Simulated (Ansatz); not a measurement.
# Ru (sc type): the cost of one run

Method: DFT PBE, with the methods named in each step, in Ansatz 0.2.0.

This is Ru in the simple cubic structure; at room conditions it is hcp.

## Step 1: Starting point

Symmetry: Pm-3m, No. 221, cubic system. Conventional cell: a = 2.512 Å, b = 2.512 Å, c = 2.512 Å, α = 90.00°, β = 90.00°, γ = 90.00°. Around Ru (site symmetry m-3m) lie 6 Ru at 2.51 Å.

As a file:

```cif
data_structure
_symmetry_space_group_name_H-M 'Pm-3m'
_symmetry_Int_Tables_number 221
_cell_length_a 2.5121
_cell_length_b 2.5121
_cell_length_c 2.5121
_cell_angle_alpha 90.000
_cell_angle_beta 90.000
_cell_angle_gamma 90.000
_cell_volume 15.85
loop_
_atom_site_label
_atom_site_type_symbol
_atom_site_symmetry_multiplicity
_atom_site_Wyckoff_symbol
_atom_site_fract_x
_atom_site_fract_y
_atom_site_fract_z
_atom_site_occupancy
Ru1 Ru 1 a 0.00000 0.00000 0.00000 1
```

The file gives the conventional cell by its symmetry; the runs use the cell typed in the input.

Whether this phase is the stable one at these pressures isn't tested.

## Step 2: The reference volume, LAPW

input.yaml reads:

```yaml
crystal:
  lattice:
    - [2.5121183175, 0.0, 0.0]
    - [0.0, 2.5121183175, 0.0]
    - [0.0, 0.0, 2.5121183175]
  atoms:
    - { symbol: Ru, position: [0.0, 0.0, 0.0] }
kpoints:
  mp_grid: { grid: [15, 15, 15] }
  band_path:
    path:
      - [0.0, 0.0, 0.0]
      - [0.0, 0.5, 0.0]
      - [0.5, 0.5, 0.0]
      - [0.0, 0.0, 0.0]
      - [0.5, 0.5, 0.5]
      - [0.0, 0.5, 0.0]
      - [0.5, 0.5, 0.5]
      - [0.5, 0.5, 0.0]
    npoints: 14
scf:
  occupations: { method: fermi_dirac, width: 0.1 }
hamiltonian:
  xc: pbe
  pseudopotentials: { kind: all_electron, lapw: { basis_error: 0.001 } }
output:
  forces: true
  stress: true
  eigenvalues: true
  populations: true
  dos: { projected: true, de: 0.2, e_range: [-14, 8] }
```

On the command line:

```sh
$ ansatz run input.yaml --threads 1 --pin off --max-ram 2048MiB --backend cpu --events-out ev --progress --plain --runs-dir out
```

Q: Estimate wall time and peak memory on 1 thread of Intel Xeon 6975P-C (Granite Rapids), shared host.

About 7.6 s, with a peak of 0.35 GiB.
